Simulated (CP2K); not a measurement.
# Si (Fd-3m) in CP2K: further runs, part 3 of 3

CP2K 2026.2. Earlier steps stand in the parts before.

## 6. Relaxation of cell and atoms, PBE+D3(BJ)

Contents of si_vcrelax.inp:

```
&GLOBAL
  PROJECT si_vcrelax
  RUN_TYPE CELL_OPT
  PRINT_LEVEL LOW
&END GLOBAL
&FORCE_EVAL
  METHOD QS
  STRESS_TENSOR ANALYTICAL
  &DFT
    BASIS_SET_FILE_NAME BASIS_MOLOPT_UZH
    POTENTIAL_FILE_NAME POTENTIAL_UZH
    &MGRID
      CUTOFF 450
      REL_CUTOFF 60
      NGRIDS 5
    &END MGRID
    &QS
      METHOD GPW
      EPS_DEFAULT 1.0E-10
      EXTRAPOLATION USE_PREV_P
    &END QS
    &KPOINTS
      SCHEME MONKHORST-PACK 8 8 8
      GAMMA_CENTERED T
    &END KPOINTS
    &SCF
      SCF_GUESS ATOMIC
      EPS_SCF 1.0E-6
      MAX_SCF 100
      ADDED_MOS 10
      CHOLESKY OFF
      EPS_EIGVAL 1.0E-7
      &DIAGONALIZATION ON
        ALGORITHM STANDARD
      &END DIAGONALIZATION
      &MIXING ON
        METHOD BROYDEN_MIXING
        ALPHA 0.4
        BETA 1.5
        NBUFFER 8
      &END MIXING
      &SMEAR ON
        METHOD FERMI_DIRAC
        ELECTRONIC_TEMPERATURE [K] 580.226
      &END SMEAR
    &END SCF
    &XC
      &XC_FUNCTIONAL PBE
      &END XC_FUNCTIONAL
      &VDW_POTENTIAL
        POTENTIAL_TYPE PAIR_POTENTIAL
        &PAIR_POTENTIAL
          TYPE DFTD3(BJ)
          REFERENCE_FUNCTIONAL PBE
          PARAMETER_FILE_NAME dftd3.dat
          R_CUTOFF 20
          D3_REFERENCE_CODE T
        &END PAIR_POTENTIAL
      &END VDW_POTENTIAL
    &END XC
    &PRINT
      &KPOINTS ON
      &END KPOINTS
      &MULLIKEN ON
        &EACH
          CELL_OPT 0
        &END EACH
        ADD_LAST NUMERIC
      &END MULLIKEN
      &MO ON
        ENERGIES T
        OCCUPATION_NUMBERS T
        &EACH
          QS_SCF 0
          CELL_OPT 0
        &END EACH
        ADD_LAST NUMERIC
      &END MO
    &END PRINT
  &END DFT
  &SUBSYS
    &CELL
      ABC 3.8492788627 3.8492788628 3.8492788627
      ALPHA_BETA_GAMMA 59.9999999993 59.9999999992 59.9999999997
      PERIODIC XYZ
    &END CELL
    &COORD
      SCALED
      Si  0.5000000000 0.5000000000 0.5000000000
      Si  0.7500000000 0.7500000000 0.7500000000
    &END COORD
    &KIND Si
      BASIS_SET TZVP-MOLOPT-PBE-GTH-q4
      POTENTIAL GTH-PBE-q4
    &END KIND
    &PRINT
      &ATOMIC_COORDINATES ON
      &END ATOMIC_COORDINATES
      &CELL ON
      &END CELL
    &END PRINT
  &END SUBSYS
  &PRINT
    &FORCES ON
    &END FORCES
    &STRESS_TENSOR ON
    &END STRESS_TENSOR
  &END PRINT
&END FORCE_EVAL
&MOTION
  &CELL_OPT
    OPTIMIZER BFGS
    MAX_ITER 40
    MAX_FORCE [eV*angstrom^-1] 0.03
    RMS_FORCE [eV*angstrom^-1] 0.03
    MAX_DR 1.0E-2
    RMS_DR 1.0E-2
    EXTERNAL_PRESSURE [bar] 0.0
    PRESSURE_TOLERANCE [bar] 500
    KEEP_SPACE_GROUP T
  &END CELL_OPT
  &PRINT
    &TRAJECTORY ON
    &END TRAJECTORY
    &CELL ON
    &END CELL
    &FORCES ON
    &END FORCES
    &STRESS ON
    &END STRESS
    &RESTART OFF
    &END RESTART
    &RESTART_HISTORY OFF
    &END RESTART_HISTORY
  &END PRINT
&END MOTION
```

Potentials or basis: POTENTIAL_UZH Si GTH-PBE-q4; TZVP-MOLOPT-PBE-GTH basis.

On the command line:

```
OMP_NUM_THREADS=1 cp2k.psmp -i si_vcrelax.inp -o si_vcrelax.out
```

si_vcrelax.out:

```text

 CP2K| version string:                                       CP2K version 2026.2
 CP2K| Input file name                                            si_vcrelax.inp

 GLOBAL| Force Environment number                                              1
 GLOBAL| Basis set file name                                    BASIS_MOLOPT_UZH
 GLOBAL| Potential file name                                       POTENTIAL_UZH
 GLOBAL| MM Potential file name                                     MM_POTENTIAL
 GLOBAL| Coordinate file name                                      __STD_INPUT__
 GLOBAL| Method name                                                        CP2K
 GLOBAL| Project name                                                 si_vcrelax
 GLOBAL| Run type                                                       CELL_OPT
 GLOBAL| FFT library                                                       FFTW3
 GLOBAL| Diagonalization library                                       ScaLAPACK
[... 5 lines left out ...]
 GLOBAL| Total number of message passing processes                             1
 GLOBAL| Number of threads for this process                                    1
 GLOBAL| CPU model name                          Intel(R) Xeon(R) Platinum 8488C

 CELL| Volume [angstrom^3]:                                            40.329527
 CELL| Vector a [angstrom]:       3.849     0.000     0.000   |a| =     3.849279
 CELL| Vector b [angstrom]:       1.925     3.334     0.000   |b| =     3.849279
 CELL| Vector c [angstrom]:       1.925     1.111     3.143   |c| =     3.849279
 CELL| Angle (b,c), alpha [degree]:                                    60.000000
 CELL| Angle (a,c), beta  [degree]:                                    60.000000
[... 632 lines left out ...]
 write_final_structure: Optimization converged, writing CIF file gladly:
  si_vcrelax-FINAL-1_3.cif

 write_final_structure: Done!

                    Reevaluating energy at the minimum

 CELL| Volume [angstrom^3]:                                            39.754004
 CELL| Vector a [angstrom]:       3.835     0.000     0.000   |a| =     3.834881
 CELL| Vector b [angstrom]:       1.925     3.317     0.000   |b| =     3.834889
 CELL| Vector c [angstrom]:       1.925     1.111     3.125   |c| =     3.834893
 CELL| Angle (b,c), alpha [degree]:                                    59.834342
 CELL| Angle (a,c), beta  [degree]:                                    59.875859
 CELL| Angle (a,b), gamma [degree]:                                    59.875824
 CELL| Numerically orthorhombic:                                              NO
 CELL| Periodicity                                                           XYZ
[... 310 lines left out ...]
 MO|      4               0.086994               2.367219               2.000000
 MO|      5               0.291868               7.942127               0.000000
 MO|      6               0.366860               9.982760               0.000000
 MO|      7               0.399856              10.880637               0.000000
 MO|      8               0.487056              13.253475               0.000000
 MO|      9               0.523594              14.247709               0.000000
 MO|     10               0.631998              17.197541               0.000000
 MO|     11               0.715115              19.459256               0.000000
 MO|     12               0.816520              22.218634               0.000000
 MO|     13               0.847376              23.058271               0.000000
 MO|     14               0.894281              24.334617               0.000000
 MO| Sum:                                                               8.000000
 MO| E(Fermi):            0.208609 a.u.          5.676546 eV
 MO| Band gap:            0.204874 a.u.          5.574907 eV

 [... the levels of further k-points ...]

 !-----------------------------------------------------------------------------!
                     Mulliken Population Analysis

 #  Atom  Element  Kind  Atomic population                           Net charge
       1     Si       1          4.000000                             -0.000000
       2     Si       1          4.000000                              0.000000
 # Total charge                              8.000000                 -0.000000

 !-----------------------------------------------------------------------------!

 ENERGY| Total FORCE_EVAL ( QS ) energy [hartree]             -7.894027849968377
```

Run time: 98 s. Hardware: 1 thread of Intel Xeon Platinum 8488C (Sapphire Rapids), shared host; peak memory 0.38 GiB.

What came out:

```yaml
Free_energy: -214.8074 eV
Relaxed_volume: 19.88 Å³/atom
Relaxed_cell: a = 3.835 Å, b = 3.835 Å, c = 3.835 Å, α = 59.83°, β = 59.88°, γ = 59.88°
Space_group_after_relaxing_to_0.05_Å: Fd-3m (No. 227)
Energy_gained_by_relaxing: 1.1 meV/atom
Ionic_steps: 5
Pressure_after_relaxing: 0.0 GPa
Band_gap_on_the_k_mesh: 0.69 eV, indirect (least direct gap 2.53 eV)
```

The path:
```tsv
step	energy change (eV)	largest force (eV/Å)	volume (Å³)
1	0.0000	0.0000	40.33
2	-0.0003	0.0020	40.30
3	-0.0021	0.0368	39.74
4	-0.0021	0.0356	39.75
5	-0.0021	0.0356	39.75
```

Final structure:
```cif
data_structure
_symmetry_space_group_name_H-M 'P 1'
_symmetry_Int_Tables_number 1
_cell_length_a 3.8349
_cell_length_b 3.8349
_cell_length_c 3.8349
_cell_angle_alpha 59.834
_cell_angle_beta 59.876
_cell_angle_gamma 59.876
_cell_volume 39.75
loop_
_atom_site_label
_atom_site_type_symbol
_atom_site_fract_x
_atom_site_fract_y
_atom_site_fract_z
_atom_site_occupancy
Si1 Si 0.50000 0.50000 0.50000 1
Si2 Si 0.75000 0.75000 0.75000 1
```

Caveat: the basis of atomic orbitals isn't converged, which shifts pressures, moduli and gaps; the real-space grid breaks the cell's symmetry a little.

## 7. Summary

```csv
task,level,cell,smearing,k points reduced by the point group,NGRIDS,EXTRAPOLATION,D3 from the s-dftd3 library (D3_REFERENCE_CODE),optimiser,gap on the mesh (eV),pressure (GPa)
single point,PBE,as given,gaussian 0.025 eV,yes,5,-,-,-,0.72,1.2
single point,PBE,as given,gaussian 0.026 eV,yes,4,-,-,-,0.72,1.2
single point,PBE,as given,gaussian 0.027 eV,yes,4,-,-,-,0.72,1.2
single point,PBE,as given,gaussian 0.028 eV,yes,5,-,-,-,0.72,1.2
relaxation of cell and atoms,PBE+D3(BJ),relaxed,fermi-dirac 0.05 eV,-,5,USE_PREV_P,yes,BFGS,0.69,0.0
```

Alike in all rows: potentials or basis POTENTIAL_UZH Si GTH-PBE-q4; TZVP-MOLOPT-PBE-GTH basis; no spin polarisation; k mesh 8 × 8 × 8.

Caveats: the basis of atomic orbitals isn't converged, which shifts pressures, moduli and gaps; the real-space grid breaks the cell's symmetry a little (some runs).

Absolute energies hang on the potentials; compare differences alone.
